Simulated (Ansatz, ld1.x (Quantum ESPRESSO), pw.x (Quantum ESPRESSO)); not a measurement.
What a changed setting does to a pw.x run (sc Mg)

Potential: norm-conserving RRKJ (Kleinman–Bylander form), ld1.x (Quantum ESPRESSO) 7.5, PBE; core [Ne], reference 3s2 3p0; waves: 3s (bound): rc 2.35 bohr; 3p (bound, empty): rc 2.85 bohr; 3d channel at 0.35 Ry: rc 2.20 bohr; local part: all-electron potential smoothed inside 2.60 bohr (lloc = -2); core correction: none; rho0 0.01.

The reference run (k-mesh 11³, cutoffs 35/140 Ry, Fermi–Dirac 0.01 Ry, mixing_beta 0.4, conv_thr 1e-9, no spin) gives 0.13 GPa at 27.792 Å³/atom, where all-electron LAPW gives -0.17 GPa. This run, with its own iteration cap, changes smearing to gauss.

```
&control
  calculation='scf', prefix='x', pseudo_dir='./', outdir='./tmp', tstress=.true., disk_io='none'
/
&system
  ibrav=0, nat=1, ntyp=1, ecutwfc=35, ecutrho=140, nbnd=8,
  occupations='smearing', smearing='gauss', degauss=0.01
/
&electrons
  conv_thr=1e-09, mixing_beta=0.4, electron_maxstep=60
/
ATOMIC_SPECIES
Mg 1.0 Mg.UPF
CELL_PARAMETERS angstrom
  3.02905110 0.00000000 0.00000000
  0.00000000 3.02905110 0.00000000
  0.00000000 0.00000000 3.02905110
ATOMIC_POSITIONS crystal
Mg 0.0000 0.0000 0.0000
K_POINTS automatic
11 11 11 0 0 0
```

```bash
pw.x < Mg.scf.in > Mg.scf.out
```

How does the run end?

It converges in 7 iterations; the free energy moves by +10.4 meV/atom and the pressure by -0.03 GPa. Gaussian smearing of the same width is narrower in effect than Fermi–Dirac, so its quadratic term in F is smaller.

```
Message from routine setup:
     using ibrav=0 with symmetry is DISCOURAGED, use correct ibrav instead
     lattice parameter (alat)  =       5.7241  a.u.
     unit-cell volume          =     187.5497 (a.u.)^3
     number of electrons       =         2.00
     number of Kohn-Sham states=            8
     kinetic-energy cutoff     =      35.0000  Ry
     charge density cutoff     =     140.0000  Ry
     scf convergence threshold =      1.0E-09
     Exchange-correlation= PBE
     number of k points=    56  Gaussian smearing, width (Ry)=  0.0100
     iteration #  1     ecut=    35.00 Ry     beta= 0.40
     total energy              =      -1.73614222 Ry
     estimated scf accuracy    <       0.00338229 Ry
     iteration #  2     ecut=    35.00 Ry     beta= 0.40
     total energy              =      -1.73622257 Ry
     estimated scf accuracy    <       0.00116833 Ry
     iteration #  3     ecut=    35.00 Ry     beta= 0.40
     total energy              =      -1.73624733 Ry
     estimated scf accuracy    <       0.00000156 Ry
     iteration #  4     ecut=    35.00 Ry     beta= 0.40
     total energy              =      -1.73624905 Ry
     estimated scf accuracy    <       0.00000027 Ry
     iteration #  5     ecut=    35.00 Ry     beta= 0.40
     total energy              =      -1.73624912 Ry
     estimated scf accuracy    <          1.3E-09 Ry
     iteration #  6     ecut=    35.00 Ry     beta= 0.40
     total energy              =      -1.73624913 Ry
     estimated scf accuracy    <          5.6E-09 Ry
     iteration #  7     ecut=    35.00 Ry     beta= 0.40
     the Fermi energy is     2.4372 ev
!    total energy              =      -1.73624913 Ry
     estimated scf accuracy    <          3.3E-12 Ry
     smearing contrib. (-TS)   =      -0.00028787 Ry
     The total energy is F=E-TS. E is the sum of the following terms:
     one-electron contribution =       1.05284044 Ry
     hartree contribution      =       0.00523677 Ry
     xc contribution           =      -0.81132751 Ry
     ewald contribution        =      -1.98271096 Ry
     convergence has been achieved in   7 iterations
          total   stress  (Ry/bohr**3)                   (kbar)     P=        1.02
     Message from routine punch:
     Nothing written, as per user request (disk_io='none')
```

The run took about 3.4 s on one core of a shared host (Neoverse-V1, 32 threads, 247 GiB, load 25).
